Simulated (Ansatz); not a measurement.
# TiTe2: how the settings move a single-point run

Aim: see which settings change the result for TiTe2, by how much, and at what cost. The cell is built on a prototype (fluorite) and needn't be the phase found in nature.

Program: Ansatz 0.2.0. Level of theory: reference: DFT, PBE, plane waves, PAW. These are calculated values, not measurements.

11 further runs of the same task are left out: 2 for a known fault of the program, 9 that didn't finish.

## (1) The system as given

It takes space group Fm-3m (No. 225, cubic). Conventional cell: a = 6.880 Å, b = 6.880 Å, c = 6.880 Å, α = 90.00°, β = 90.00°, γ = 90.00°. Ti (site symmetry m-3m) is surrounded by 8 Te at 2.98 Å. Te (site symmetry -43m) has 4 Ti at 2.98 Å as nearest neighbours.

Coordinates:

```cif
data_structure
_symmetry_space_group_name_H-M 'Fm-3m'
_symmetry_Int_Tables_number 225
_cell_length_a 6.8802
_cell_length_b 6.8802
_cell_length_c 6.8802
_cell_angle_alpha 90.000
_cell_angle_beta 90.000
_cell_angle_gamma 90.000
_cell_volume 325.70
loop_
_atom_site_label
_atom_site_type_symbol
_atom_site_symmetry_multiplicity
_atom_site_Wyckoff_symbol
_atom_site_fract_x
_atom_site_fract_y
_atom_site_fract_z
_atom_site_occupancy
Ti1 Ti 4 a 0.00000 0.00000 0.00000 1
Te1 Te 8 c 0.25000 0.75000 0.75000 1
```

## (2) Reference

File input.yaml:

```yaml
crystal:
  lattice:
    - [0.0, 3.4401227399, 3.4401227399]
    - [3.4401227399, 0.0, 3.4401227399]
    - [3.4401227399, 3.4401227399, 0.0]
  atoms:
    - { symbol: Ti, position: [0.0, 0.0, 0.0] }
    - { symbol: Te, position: [0.25, 0.25, 0.25] }
    - { symbol: Te, position: [0.75, 0.75, 0.75] }
kpoints:
  mp_grid: { grid: [4, 4, 4] }
hamiltonian:
  xc: pbe
scf:
  occupations: { method: fermi_dirac, width: 0.02 }
  n_extra_bands: 4
output:
  forces: true
  stress: true
  eigenvalues: true
```

Started as:

```sh
$ ansatz run input.yaml --threads 4 --pin off --max-ram 3686MiB --backend cpu --events-out ev --progress --plain --runs-dir out
```

What it wrote (excerpt; [...] marks lines left out):

```text
Warning: RAYON_NUM_THREADS=4 ignored (pool sized by the plan → 4); use --threads N
scf.n_extra_bands = 4 over 22 filled bands (N_el = 44.0): the run solves 26 bands
[...]
Pseudopotentials: kind: paw
Pseudopotential: Ti, paw, valence charge 12, recommended cutoff 420 eV (normal), Ti.paw.azcp
Pseudopotential: Te, paw, valence charge 16, recommended cutoff 420 eV (normal), Te.paw.azcp
Functional definition: PBE
[...]
Crystal: 3 atoms, lattice volume = 81.424 Å³
Basis set: ecut = 420 eV, 1639 PW (Γ), exchange–correlation on 72×72×72 points (8 copies of the dense FFT grid, shifted against one another)
Bands: 26, of which v1, the nominal top of the filled ones, is band 22 counted from 1 (21 counted from 0)
Symmetry: 48 space group operations
Space group: Fm-3m (ITA 225), of the structure as read, at distance tolerance 4.3e-5 Å
k-points: 8 of 64
[...]
SCF iter   1: F=—  HF=-16460.527975 eV  |F-HF|=—  |Δ(HF+E_count)|=         —  Δρ=6.18e-3  dr2=4.90e-2  ethr=1.77e-3  ⟨swp⟩=6.2  Hψ=930  notcnv=0
[...]
SCF iter   6: F=-16460.524901 eV  HF=-16460.524902 eV  |F-HF|=4.86e-8  |Δ(HF+E_count)|=   1.18e-6  Δρ=8.48e-6  dr2=6.51e-8  ethr=2.27e-10  ⟨swp⟩=3.8  Hψ=830  notcnv=0
[...]
SCF converged after 6 iterations
Free energy (F): -16460.524901 eV
[...]
E sigma→0 (E₀):  -16460.521142 eV
Entropy (-TS):   -0.007519 eV (-2.506 meV/atom)
Fermi energy:    10.710011 eV
[...]
--- Forces (eV/Å), atoms counted from 1 ---
  atom   1  Ti    -0.00000000    -0.00000000    -0.00000000
  atom   2  Te     0.00000000    -0.00000000     0.00000000
  atom   3  Te     0.00000000     0.00000000     0.00000000
[...]
--- Stress (GPa, compression-positive) ---
        0.894951       0.000000       0.000000
        0.000000       0.894951       0.000000
        0.000000      -0.000000       0.894951
  P = ⅓ Tr σ = 0.8950 GPa (8.950 kbar)
--- Band table (eV; the first three rows and the last of 8) ---
  k-point 0: bands = ["-47.1031", "-26.2443", "-26.2443", "-26.2371", "-26.2371", "-26.2371", "-26.2204", "-26.2204", "-26.2204", "-26.2031", "-26.2031", "-23.3488", "-23.3488", "-23.3488", "-2.3928", "1.4106", "6.5178", "6.5178", "6.5178", "10.5340", "10.5340", "10.5340", "10.5782", [...]
[...]
```

Run time: 1.5 s. Hardware: 4 threads of an x86-64 CPU, shared host; peak memory 0.39 GiB.

## (3) Variant: occupations.method cold, occupations.width 0.05

Changes to input.yaml since step 2:

```diff
@@ -14,3 +14,3 @@
 scf:
-  occupations: { method: fermi_dirac, width: 0.02 }
+  occupations: { method: cold, width: 0.05 }
   n_extra_bands: 4
```

Started as:

```sh
$ ansatz run input.yaml --threads 4 --pin off --max-ram 3686MiB --backend cpu --events-out ev --progress --plain --runs-dir out
```

What it wrote (excerpt; [...] marks lines left out):

```text
Warning: RAYON_NUM_THREADS=4 ignored (pool sized by the plan → 4); use --threads N
scf.n_extra_bands = 4 over 22 filled bands (N_el = 44.0): the run solves 26 bands
[...]
Pseudopotentials: kind: paw
Pseudopotential: Ti, paw, valence charge 12, recommended cutoff 420 eV (normal), Ti.paw.azcp
Pseudopotential: Te, paw, valence charge 16, recommended cutoff 420 eV (normal), Te.paw.azcp
Functional definition: PBE
[...]
Crystal: 3 atoms, lattice volume = 81.424 Å³
Basis set: ecut = 420 eV, 1639 PW (Γ), exchange–correlation on 72×72×72 points (8 copies of the dense FFT grid, shifted against one another)
Bands: 26, of which v1, the nominal top of the filled ones, is band 22 counted from 1 (21 counted from 0)
Symmetry: 48 space group operations
Space group: Fm-3m (ITA 225), of the structure as read, at distance tolerance 4.3e-5 Å
k-points: 8 of 64
[...]
SCF converged after 7 iterations
Stability not checked: this state was not tested for a lower state beside it, because cold or Methfessel-Paxton smearing, or corrected tetrahedra, fill the levels in a way that the test cannot read (fill_not_monotonic; see scf.lower_state_search)
Free energy (F): -16460.522680 eV
[...]
E sigma→0 (E₀):  -16460.520974 eV
Entropy (-TS):   -0.005119 eV (-1.706 meV/atom)
Fermi energy:    10.722356 eV
[...]
--- Forces (eV/Å), atoms counted from 1 ---
  atom   1  Ti    -0.00000000     0.00000000    -0.00000000
  atom   2  Te    -0.00000000    -0.00000000    -0.00000000
  atom   3  Te     0.00000000     0.00000000    -0.00000000
[...]
--- Stress (GPa, compression-positive) ---
        0.894820      -0.000000       0.000000
       -0.000000       0.894820       0.000000
        0.000000      -0.000000       0.894820
  P = ⅓ Tr σ = 0.8948 GPa (8.948 kbar)
--- Band table (eV; the first three rows and the last of 8) ---
[... band rows left out ...]
[...]
```

Run time: 1.5 s. Hardware: 4 threads of an x86-64 CPU, shared host; peak memory 0.39 GiB.

Changing the smearing hardly moves the energy: +0.1 meV/atom. Cost: 7 SCF cycles against 6.

## (4) Changing settings: xc_grid 3

Changes to input.yaml since step 2:

```diff
@@ -20 +20,3 @@
   eigenvalues: true
+basis:
+  xc_grid: 3
```

Started as:

```sh
$ ansatz run input.yaml --threads 4 --pin off --max-ram 3686MiB --backend cpu --events-out ev --progress --plain --runs-dir out
```

What it wrote (excerpt; [...] marks lines left out):

```text
Warning: RAYON_NUM_THREADS=4 ignored (pool sized by the plan → 4); use --threads N
scf.n_extra_bands = 4 over 22 filled bands (N_el = 44.0): the run solves 26 bands
[...]
Pseudopotentials: kind: paw
Pseudopotential: Ti, paw, valence charge 12, recommended cutoff 420 eV (normal), Ti.paw.azcp
Pseudopotential: Te, paw, valence charge 16, recommended cutoff 420 eV (normal), Te.paw.azcp
Functional definition: PBE
[...]
Crystal: 3 atoms, lattice volume = 81.424 Å³
Basis set: ecut = 420 eV, 1639 PW (Γ), exchange–correlation on 108×108×108 points (27 copies of the dense FFT grid, shifted against one another)
Bands: 26, of which v1, the nominal top of the filled ones, is band 22 counted from 1 (21 counted from 0)
Symmetry: 48 space group operations
Space group: Fm-3m (ITA 225), of the structure as read, at distance tolerance 4.3e-5 Å
k-points: 8 of 64
[...]
SCF iter   1: F=—  HF=-16460.527968 eV  |F-HF|=—  |Δ(HF+E_count)|=         —  Δρ=6.18e-3  dr2=4.90e-2  ethr=1.77e-3  ⟨swp⟩=6.2  Hψ=930  notcnv=0
[...]
SCF iter   6: F=-16460.524903 eV  HF=-16460.524903 eV  |F-HF|=4.87e-8  |Δ(HF+E_count)|=   1.18e-6  Δρ=8.49e-6  dr2=6.54e-8  ethr=2.27e-10  ⟨swp⟩=3.8  Hψ=831  notcnv=0
[...]
SCF converged after 6 iterations
Free energy (F): -16460.524903 eV
[...]
E sigma→0 (E₀):  -16460.521143 eV
Entropy (-TS):   -0.007519 eV (-2.506 meV/atom)
Fermi energy:    10.710012 eV
[...]
--- Forces (eV/Å), atoms counted from 1 ---
  atom   1  Ti    -0.00000000     0.00000000    -0.00000000
  atom   2  Te     0.00000000     0.00000000    -0.00000000
  atom   3  Te    -0.00000000     0.00000000    -0.00000000
[...]
--- Stress (GPa, compression-positive) ---
        0.894957      -0.000000      -0.000000
       -0.000000       0.894957       0.000000
        0.000000       0.000000       0.894957
  P = ⅓ Tr σ = 0.8950 GPa (8.950 kbar)
--- Band table (eV; the first three rows and the last of 8) ---
[... band rows left out ...]
[...]
```

Wall time 1.7 s (4 threads of an x86-64 CPU, shared host); peak memory 0.42 GiB.

Changing the numerical grids hardly moves the energy: 0.0 meV/atom.

## (5) Variant: occupations.method gaussian, occupations.width 0.001

Changes to input.yaml since step 2:

```diff
@@ -14,3 +14,3 @@
 scf:
-  occupations: { method: fermi_dirac, width: 0.02 }
+  occupations: { method: gaussian, width: 0.001 }
   n_extra_bands: 4
```

Started as:

```sh
$ ansatz run input.yaml --threads 4 --pin off --max-ram 3686MiB --backend cpu --events-out ev --progress --plain --runs-dir out
```

What it wrote (excerpt; [...] marks lines left out):

```text
Warning: RAYON_NUM_THREADS=4 ignored (pool sized by the plan → 4); use --threads N
scf.n_extra_bands = 4 over 22 filled bands (N_el = 44.0): the run solves 26 bands
[...]
Pseudopotentials: kind: paw
Pseudopotential: Ti, paw, valence charge 12, recommended cutoff 420 eV (normal), Ti.paw.azcp
Pseudopotential: Te, paw, valence charge 16, recommended cutoff 420 eV (normal), Te.paw.azcp
Functional definition: PBE
[...]
Crystal: 3 atoms, lattice volume = 81.424 Å³
Basis set: ecut = 420 eV, 1639 PW (Γ), exchange–correlation on 72×72×72 points (8 copies of the dense FFT grid, shifted against one another)
Bands: 26, of which v1, the nominal top of the filled ones, is band 22 counted from 1 (21 counted from 0)
Symmetry: 48 space group operations
Space group: Fm-3m (ITA 225), of the structure as read, at distance tolerance 4.3e-5 Å
k-points: 8 of 64
[...]
SCF iter   1: F=—  HF=-16460.521289 eV  |F-HF|=—  |Δ(HF+E_count)|=         —  Δρ=6.61e-3  dr2=6.10e-2  ethr=1.77e-3  ⟨swp⟩=6.2  Hψ=929  notcnv=0
[...]
SCF iter  15: F=-16460.518072 eV  HF=-16460.518072 eV  |F-HF|=5.99e-8  |Δ(HF+E_count)|=   8.11e-7  Δρ=5.02e-6  dr2=6.73e-9  ethr=2.27e-10  ⟨swp⟩=5.1  Hψ=741  notcnv=0
[...]
SCF converged after 15 iterations
Free energy (F): -16460.518072 eV
[...]
E sigma→0 (E₀):  -16460.518024 eV
Entropy (-TS):   -0.000096 eV (-0.032 meV/atom)
Fermi energy:    10.746508 eV
[...]
--- Forces (eV/Å), atoms counted from 1 ---
  atom   1  Ti    -0.00000000     0.00000000    -0.00000000
  atom   2  Te     0.00000000     0.00000000     0.00000000
  atom   3  Te    -0.00000000     0.00000000     0.00000000
[...]
--- Stress (GPa, compression-positive) ---
        0.893669       0.000000      -0.000000
       -0.000000       0.893669      -0.000000
       -0.000000      -0.000000       0.893669
  P = ⅓ Tr σ = 0.8937 GPa (8.937 kbar)
--- Band table (eV; the first three rows and the last of 8) ---
[... band rows left out ...]
[...]
```

Run time: 2.1 s. Hardware: 4 threads of an x86-64 CPU, shared host; peak memory 0.4 GiB.

Changing the smearing moves the energy by +1.0 meV/atom (σ→0 values). Cost: 15 SCF cycles against 6, 2.1 s against 1.5 s.

## (6) Changed: n_extra_bands 24

Changes to input.yaml since step 2:

```diff
@@ -15,3 +15,3 @@
   occupations: { method: fermi_dirac, width: 0.02 }
-  n_extra_bands: 4
+  n_extra_bands: 24
 output:
```

Started as:

```sh
$ ansatz run input.yaml --threads 4 --pin off --max-ram 3686MiB --backend cpu --events-out ev --progress --plain --runs-dir out
```

What it wrote (excerpt; [...] marks lines left out):

```text
Warning: RAYON_NUM_THREADS=4 ignored (pool sized by the plan → 4); use --threads N
scf.n_extra_bands = 24 over 22 filled bands (N_el = 44.0): the run solves 46 bands
[...]
Pseudopotentials: kind: paw
Pseudopotential: Ti, paw, valence charge 12, recommended cutoff 420 eV (normal), Ti.paw.azcp
Pseudopotential: Te, paw, valence charge 16, recommended cutoff 420 eV (normal), Te.paw.azcp
Functional definition: PBE
[...]
Crystal: 3 atoms, lattice volume = 81.424 Å³
Basis set: ecut = 420 eV, 1639 PW (Γ), exchange–correlation on 72×72×72 points (8 copies of the dense FFT grid, shifted against one another)
Bands: 46, of which v1, the nominal top of the filled ones, is band 22 counted from 1 (21 counted from 0)
Symmetry: 48 space group operations
Space group: Fm-3m (ITA 225), of the structure as read, at distance tolerance 4.3e-5 Å
k-points: 8 of 64
[...]
SCF iter   1: F=—  HF=-16460.528033 eV  |F-HF|=—  |Δ(HF+E_count)|=         —  Δρ=6.17e-3  dr2=4.93e-2  ethr=1.77e-3  ⟨swp⟩=6.0  Hψ=1729  notcnv=0  defer=73
[...]
SCF iter   7: F=-16460.524901 eV  HF=-16460.524902 eV  |F-HF|=2.37e-8  |Δ(HF+E_count)|=   1.14e-8  Δρ=4.22e-6  dr2=2.26e-8  ethr=2.27e-10  ⟨swp⟩=13.6  Hψ=2109  notcnv=0
[...]
SCF converged after 7 iterations
Free energy (F): -16460.524901 eV
[...]
E sigma→0 (E₀):  -16460.521142 eV
Entropy (-TS):   -0.007519 eV (-2.506 meV/atom)
Fermi energy:    10.709944 eV
[...]
--- Forces (eV/Å), atoms counted from 1 ---
  atom   1  Ti    -0.00000000     0.00000000     0.00000000
  atom   2  Te     0.00000000    -0.00000000     0.00000000
  atom   3  Te     0.00000000    -0.00000000     0.00000000
[...]
--- Stress (GPa, compression-positive) ---
        0.894815      -0.000000      -0.000000
       -0.000000       0.894815       0.000000
       -0.000000      -0.000000       0.894815
  P = ⅓ Tr σ = 0.8948 GPa (8.948 kbar)
--- Band table (eV; the first three rows and the last of 8) ---
[...]
```

Run time: 1.9 s. Hardware: 4 threads of an x86-64 CPU, shared host; peak memory 0.41 GiB.

Same state: the changed band count leaves the energy within 0.5 meV/atom. Cost: 7 SCF cycles against 6.

## (7) Variant: xc r2scan

Changes to input.yaml since step 2:

```diff
@@ -12,3 +12,3 @@
 hamiltonian:
-  xc: pbe
+  xc: r2scan
 scf:
```

Started as:

```sh
$ ansatz run input.yaml --threads 4 --pin off --max-ram 3686MiB --backend cpu --events-out ev --progress --plain --runs-dir out
```

What it wrote (excerpt; [...] marks lines left out):

```text
Warning: RAYON_NUM_THREADS=4 ignored (pool sized by the plan → 4); use --threads N
scf.n_extra_bands = 4 over 22 filled bands (N_el = 44.0): the run solves 26 bands
[...]
Pseudopotentials: kind: paw
Pseudopotential: Ti, paw, valence charge 12, recommended cutoff 500 eV (meta_gga), Ti.paw.azcp
Pseudopotential: Te, paw, valence charge 16, recommended cutoff 500 eV (meta_gga), Te.paw.azcp
Functional definition: r2SCAN
[...]
Crystal: 3 atoms, lattice volume = 81.424 Å³
Basis set: ecut = 500 eV, 2085 PW (Γ), exchange–correlation on 144×144×144 points (64 copies of the dense FFT grid, shifted against one another)
Bands: 26, of which v1, the nominal top of the filled ones, is band 22 counted from 1 (21 counted from 0)
Symmetry: 48 space group operations
Space group: Fm-3m (ITA 225), of the structure as read, at distance tolerance 4.3e-5 Å
k-points: 8 of 64
[...]
SCF iter   1: F=—  HF=-16495.172914 eV  |F-HF|=—  |Δ(HF+E_count)|=         —  Δρ=2.14e-2  dr2=6.93e-1  dr2_τ=2.56e-2  ethr=1.77e-3  ⟨swp⟩=6.0  Hψ=915  notcnv=0
[...]
SCF iter   8: F=-16495.165765 eV  HF=-16495.165765 eV  |F-HF|=1.03e-9  |Δ(HF+E_count)|=   9.12e-9  Δρ=2.31e-6  dr2=5.11e-9  dr2_τ=2.28e-10  ethr=2.27e-10  ⟨swp⟩=5.5  Hψ=818  notcnv=0
[...]
SCF converged after 8 iterations
Free energy (F): -16495.165765 eV
[...]
E sigma→0 (E₀):  -16495.162508 eV
Entropy (-TS):   -0.006515 eV (-2.172 meV/atom)
Fermi energy:    10.814133 eV
[...]
--- Forces (eV/Å), atoms counted from 1 ---
  atom   1  Ti    -0.00000000     0.00000000     0.00000000
  atom   2  Te     0.00000000    -0.00000000    -0.00000000
  atom   3  Te    -0.00000000     0.00000000    -0.00000000
[...]
--- Stress (GPa, compression-positive) ---
        0.437516      -0.000000       0.000000
       -0.000000       0.437516      -0.000000
       -0.000000       0.000000       0.437516
  P = ⅓ Tr σ = 0.4375 GPa (4.375 kbar)
--- Band table (eV; the first three rows and the last of 8) ---
[... band rows left out ...]
[...]
```

Run time: 3.1 s. Hardware: 4 threads of an x86-64 CPU, shared host; peak memory 0.59 GiB.

Total energies don't compare across a change of functional; the pressure goes from 0.9 to 0.4 GPa. Cost: 8 SCF cycles against 6, 3.1 s against 1.5 s.

## (8) Changed: exchange pbe, correlation pbe, coeff 0.15, omega 0.1

Changes to input.yaml since step 2:

```diff
@@ -12,3 +12,3 @@
 hamiltonian:
-  xc: pbe
+  xc: { exchange: pbe, correlation: pbe, exx: { coeff: 0.15, omega: 0.1 } }
 scf:
```

Started as:

```sh
$ ansatz run input.yaml --threads 4 --pin off --max-ram 3686MiB --backend cpu --events-out ev --progress --plain --runs-dir out
```

What it wrote (excerpt; [...] marks lines left out):

```text
Warning: output.stress: scf.convergence.dr2_threshold = 1e-7 eV (the SCF's general default) is looser than the 3e-10 eV advised for a printed stress (1e-10 eV for each atom of the cell: 3). What an SCF threshold leaves in a stress goes as its square root, and in the free energy as the [...]
Warning: output.stress: scf.exx.energy_threshold = 1e-6 eV is looser than the 3e-8 eV advised for a stress under a hybrid functional (1e-8 eV for each atom of the cell: 3). Every SCF of the exchange loop can meet its threshold on dr2 while the loop round them stops early: no threshold on [...]
Warning: RAYON_NUM_THREADS=4 ignored (pool sized by the plan → 4); use --threads N
scf.n_extra_bands = 4 over 22 filled bands (N_el = 44.0): the run solves 26 bands
[...]
Pseudopotentials: kind: paw
Pseudopotential: Ti, paw, valence charge 12, recommended cutoff 420 eV (normal), Ti.paw.azcp
Pseudopotential: Te, paw, valence charge 16, recommended cutoff 420 eV (normal), Te.paw.azcp
Functional definition: unnamed
[...]
Crystal: 3 atoms, lattice volume = 81.424 Å³
Basis set: ecut = 420 eV, 1639 PW (Γ), exchange–correlation on 72×72×72 points (8 copies of the dense FFT grid, shifted against one another)
[...]
Frozen-core exchange: fock
[...]
SCF iter   5: F=-16465.407589 eV  HF=-16465.407589 eV  |F-HF|=6.18e-11  |Δ(HF+E_count)|=   1.57e-9  Δρ=8.53e-7  dr2=2.34e-10  ethr=5.23e-11  ⟨swp⟩=4.8  Hψ=479  notcnv=0
[...]
hybrid outer 2: dexx = +1.517e-7 eV, tail = 2.08e-9 eV, Δε = 1.02e-3 eV (about 1.60e-5 eV left of the loop's levels)
hybrid SCF converged: 2 outer / 13 inner (+9 warm-up), last move |dexx| = 1.52e-7 eV, tail = 2.08e-9 eV
Stability not checked: this state was not tested for a lower state beside it, because the functional holds exact exchange (a hybrid, or Hartree-Fock), whose exchange loop this test does not read (fock_operator; see scf.lower_state_search)
Free energy (F): -16465.407589 eV
Frozen-core exchange: fock
[...]
E sigma→0 (E₀):  -16465.404767 eV
Entropy (-TS):   -0.005642 eV (-1.881 meV/atom)
Fermi energy:    10.991786 eV
[...]
--- Forces (eV/Å), atoms counted from 1 ---
  atom   1  Ti    -0.00000000     0.00000000     0.00000000
  atom   2  Te    -0.00000000    -0.00000000    -0.00000000
  atom   3  Te     0.00000000    -0.00000000     0.00000000
[...]
--- Stress (GPa, compression-positive) ---
       -0.401231      -0.000000       0.000000
       -0.000000      -0.401231       0.000000
       -0.000000      -0.000000      -0.401231
  P = ⅓ Tr σ = -0.4012 GPa (-4.012 kbar)
--- Band table (eV; the first three rows and the last of 8) ---
[... band rows left out ...]
[...]
```

Run time: 35 s. Hardware: 4 threads of an x86-64 CPU, shared host; peak memory 1.2 GiB.

A change of functional puts the total energy on another scale; the pressure goes from 0.9 to -0.4 GPa. At this fixed cell a lower pressure means that this functional prefers a smaller volume than the reference. Cost: 22 SCF cycles against 6, 35 s against 1.5 s.

## (9) All runs together

```tsv
run	ending	energy change	pressure (GPa)	gap (eV)	force (eV/Å)	cycles	time
reference	converged	0	0.9	0.00	0.00	6	1.5 s
1: occupations.method cold, occupations.width 0.05	converged	+0.1 meV/atom (σ→0)	0.9	0.00	0.00	7	1.5 s
2: xc_grid 3	converged	0.0 meV/atom	0.9	0.00	0.00	6	1.7 s
3: occupations.method gaussian, occupations.width 0.001	converged	+1.0 meV/atom (σ→0)	0.9	0.00	0.00	15	2.1 s
4: n_extra_bands 24	converged	0.0 meV/atom	0.9	0.00	0.00	7	1.9 s
5: xc r2scan	converged	not comparable	0.4	0.00	0.00	8	3.1 s
6: exchange pbe, correlation pbe, coeff 0.15, omega 0.1	converged	not comparable	-0.4	0.00	0.00	22	35 s
```

Residual by cycle in the longest SCF loop of each run; runs are numbered as in the table. The quantity is the density residual dr2, in eV.

```tsv
cycle	reference	run 1	run 2	run 3	run 4	run 5	run 6
1	0.049	0.0492	0.049	0.061	0.0493	0.693	0.0498
2	0.0428	0.0318	0.0428	0.014	0.0434	0.129	0.747
4	4.7e-5	8.2e-5	4.7e-5	0.0181	4.5e-5	4.7e-4	0.00103
5	2.3e-6	5.2e-6	2.3e-6	0.00365	2.8e-6	2.8e-5	6.4e-5
6	6.5e-8	4.2e-7	6.5e-8	0.00388	1.1e-7	1.4e-5	1.3e-6
7	-	3.4e-8	-	0.00177	2.3e-8	4.3e-7	1.2e-8
9	-	-	-	2.1e-4	-	-	1.4e-10
10	-	-	-	8.3e-5	-	-	-
11	-	-	-	1.5e-5	-	-	-
12	-	-	-	3.3e-6	-	-	-
14	-	-	-	1.0e-7	-	-	-
15	-	-	-	6.7e-9	-	-	-
```

Of the variants the dearest is «exchange pbe, correlation pbe, coeff 0.15, omega 0.1» (35 s), the cheapest «occupations.method cold, occupations.width 0.05» (1.5 s), on a shared host. The reference has no spin polarisation; with Ti present, a magnetic state may lie lower.
